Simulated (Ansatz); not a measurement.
Mg under strains and displacements

Method: DFT PBE, scalar-relativistic, plane waves, PAW (Ansatz).

Cutoff 420 eV; k points 16×16×16 on the computed 1-atom cell (Γ-centred); Gaussian smearing, width 0.10 eV; no spin polarisation.

Reference cell:

```
CELL_PARAMETERS angstrom
0.00000 2.24426 2.24426
2.24426 0.00000 2.24426
2.24426 2.24426 0.00000
ATOMIC_POSITIONS crystal
Mg 0.00000 0.00000 0.00000
```

Each variant moves atoms of this cell by the vectors given, if any (Å), and then applies a symmetric strain (tensor components, Cartesian axes). The reference cell isn't relaxed at this level. Energies are per atom at zero smearing, counted from the lowest variant. Pressure is positive in compression.

1. strain (xx yy zz yz xz xy, %) -2.87 -2.87 -2.87 0.00 0.00 0.00
2. strain (xx yy zz yz xz xy, %) 2.67 2.67 2.67 0.00 0.00 0.00
3. strain (xx yy zz yz xz xy, %) 4.92 4.92 4.92 0.00 0.00 0.00
4. strain (xx yy zz yz xz xy, %) -1.96 -1.96 -1.96 0.00 0.00 0.00

```
result  ΔE (meV/atom) P (GPa)
     A           10.3     3.40
     B            0.0    -1.79
     C           26.9    -3.36
     D           25.3     4.82
```

Question: Which variant gave which result?

Answer: A is 4, B is 2, C is 3, D is 1. The pressure falls as the cell grows: from the smallest volume to the largest the variants are 1, 4, 2, 3.

This fcc form isn't the element's structure at ambient conditions.